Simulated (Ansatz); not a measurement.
SiC (F-43m), relaxation: input and output

Level of theory: PBEsol, PAW on Ansatz 0.2.0's default frozen-core files (fitted under PBE), scalar-relativistic.

Command line:

```sh
ansatz run input.yaml --threads 1 --pin off --max-ram 3072MiB --backend cpu --events-out ev --progress --plain --runs-dir out
```

input.yaml:

```yaml
crystal:
  lattice:
    - [0.0, 2.179, 2.179]
    - [2.179, 0.0, 2.179]
    - [2.179, 2.179, 0.0]
  atoms:
    - { symbol: Si, position: [0.0, 0.0, 0.0] }
    - { symbol: C, position: [0.75, 0.75, 0.75] }
kpoints:
  mp_grid: { grid: [16, 16, 16] }
scf:
  occupations: { method: fermi_dirac, width: 0.05 }
hamiltonian:
  xc: pbesol
  pseudopotentials: { kind: paw }
relax:
  f_tol: 0.002
  max_steps: 80
  cell: {}
output:
  forces: true
  stress: true
```

Output (shortened where marked):

```
Warning: RAYON_NUM_THREADS=1 ignored (pool sized by the plan → 1); use --threads N
Engine: ansatz 0.2.0, x86_64-unknown-linux-gnu
Pseudopotentials: kind: paw
Pseudopotential: Si, paw, valence charge 4, recommended cutoff 420 eV (normal), Si.paw.azcp
Pseudopotential: C, paw, valence charge 4, recommended cutoff 420 eV (normal), C.paw.azcp
Functional definition: PBEsol
  exchange = pbesol_x
  correlation = pbesol_c
Crystal: 2 atoms, lattice volume = 20.692 Å³
Basis set: ecut = 420 eV, 411 PW (Γ), exchange–correlation on 48×48×48 points (8 copies of the dense FFT grid, shifted against one another)
Bands: 8, of which v1, the nominal top of the filled ones, is band 4 counted from 1 (3 counted from 0)
Symmetry: 24 space group operations
Space group: F-43m (ITA 216), of the structure as read, at distance tolerance 2.7e-5 Å
k-points: 145 of 4096 (time reversal used)
Non-local potential: Si, projectors of the file, l = 0: 2, l = 1: 2, l = 2: 2
Non-local potential: C, projectors of the file, l = 0: 2, l = 1: 2, l = 2: 1
PAW form: soft (Blöchl's): semilocal exchange-correlation on the pseudo side does not see the compensation charge
[... 51 lines left out ...]
Entropy (-TS):   -0.000000 eV (-0.000 meV/atom)
Fermi energy:    10.096035 eV
--- Per-component energies (eV) ---
  E_band       = 28.135264
  E_kinetic    = 135.293334
  E_local      = -103.740098  (includes V_loc(G=0)·N_el)
  E_nonlocal   = 51.990287
  E_hartree    = 31.526305
  E_xc         = -104.623544
  E_vxc        = -109.152635  (∫ρ·V_xc dr)
  E_paw        = -594.344455  (= ΣΔE_a)
  E_vpaw       = -9.308238  (= ΣTr[D̂ρ^β])
  E_aug_tail   = 0.000011  (compensation charges beyond the density's cutoff)
  E_ewald      = -284.860666
  E_core_change = 0.052661  (= ΣΔE_core)
  E_smearing   = -0.000000  (= −TS)
  E_closure    = 0.000000  (closes the sum)
  Σ components = -868.706165   (vs F -868.706165, Δ=0.00e0)
--- Forces (eV/Å), atoms counted from 1 ---
  atom   1  Si    -0.00000000     0.00000000     0.00000000
  atom   2  C      0.00000000    -0.00000000    -0.00000000
  max |Σ_I F_I| component: 5.55e-17 eV/Å
--- Stress (GPa, compression-positive) ---
       -0.002432       0.000000       0.000000
        0.000000      -0.002432       0.000000
        0.000000       0.000000      -0.002432
  P = ⅓ Tr σ = -0.0024 GPa (-0.024 kbar)
--- Relaxed structure (3 steps of the walk, 3 accepted, 1 SCFs on fresh bases) ---
  F+E_penalty+E_count = -868.70616512 eV   max|allowed force component| = 1.850e-16 eV/Å   (the final SCF, on the basis selected at the relaxed cell)
  cell:  # Å, volume = 20.6752 Å³
    - [6.878752244409047e-34, 2.1784118705327504, 2.1784118705327504]
    - [2.1784118705327504, 1.3120582984706144e-33, 2.1784118705327504]
    - [2.1784118705327504, 2.1784118705327504, 1.8215955017601734e-33]
  atoms:
    - { symbol: Si, position: [1.933442750503479e-34, -1.6019954218457397e-34, -3.111922141286551e-34] }
    - { symbol: C, position: [0.7500000000000001, 0.7500000000000001, 0.7500000000000001] }
```

Self-consistency was reached.

### Relaxation

Relaxation of a crystal by Kohn-Sham DFT from the given cell to forces under 2 meV/angstrom; pressure positive in compression.

```
Volume change           : -0.081 %
Length change (a, b, c) : -0.027, -0.027, -0.027 %
Start pressure          : -0.18 GPa
```

Limits of these numbers: frozen-core PAW files fitted under PBE, their cores solved anew for the functional of the run.

It took 7.4 s on 1 thread of Intel(R) Xeon(R) Platinum 8488C (Sapphire Rapids) (shared host), peak memory 0.39 GiB.
